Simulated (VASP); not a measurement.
Input of a VASP 6.6.1 run:

INCAR

```
PREC     = Accurate       # precision mode
ENCUT    = 520            # plane-wave cutoff, eV
EDIFF    = 1E-8           # SCF threshold, eV
ISMEAR   = 0              # smearing method
SIGMA    = 0.02           # smearing width, eV
LREAL    = F              # projectors in reciprocal space
LASPH    = T              # aspherical terms in the spheres
NELM     = 80             # most SCF steps
ALGO     = Fast           # electronic algorithm
ISIF     = 2              # what is computed and relaxed
LWAVE    = F              # write WAVECAR
LCHARG   = F              # write CHGCAR
LEPSILON = T              # dielectric tensor by DFPT
IBRION   = 8              # ionic algorithm
NSW      = 1              # ionic steps
KPAR     = 4
```

The input KPOINTS:

```
Automatic mesh
0
Gamma
  6 6 6
```

POSCAR

```
C                                       
1.0
    1.2240250805      0.7066912082      6.5814898734
   -1.2240250805      0.7066912082      6.5814898734
    0.0000000000     -1.4133824165      6.5814898734
  C             
     4
Direct
     0.9166577426243278    0.9166577426243278    0.9166577426243278
     0.2499389563864774    0.2499389563864774    0.2499389563864774
     0.7500610436135227    0.7500610436135227    0.7500610436135227
     0.0833422573756723    0.0833422573756723    0.0833422573756723
```

Potentials or basis: VASP PAW LDA potentials, release 64 (C).

The run is started by

```console
$ cat potpaw_LDA.64/C/POTCAR > POTCAR
$ mpirun -np 4 vasp_std > vasp.out
```

What does it give for the electronic dielectric tensor (diagonal)?

19.85, 19.85, 13.37.

Predict the Born charges (mean of the diagonal).

C +0.06, -0.06 e.

What does it give for the highest phonon frequency at Γ?

1623 cm⁻¹.

Estimate the band gap on the k mesh.

0.47 eV, direct.

Born effective charge tensors (e):
atom 1, C
```
0.06 0.00 0.00
0.00 0.06 0.00
0.00 0.00 0.05
```
atom 2, C
```
-0.06  0.00  0.00
 0.00 -0.06  0.00
 0.00  0.00 -0.05
```
atom 3, C
```
-0.06  0.00  0.00
 0.00 -0.06  0.00
 0.00  0.00 -0.05
```
atom 4, C
```
0.06 0.00 0.00
0.00 0.06 0.00
0.00 0.00 0.05
```

Caveat: the k mesh is coarse (spacing up to 0.50 Å⁻¹), so the values aren't converged; the gap is small at this level, which inflates the dielectric constant. A k mesh can miss the band edges.
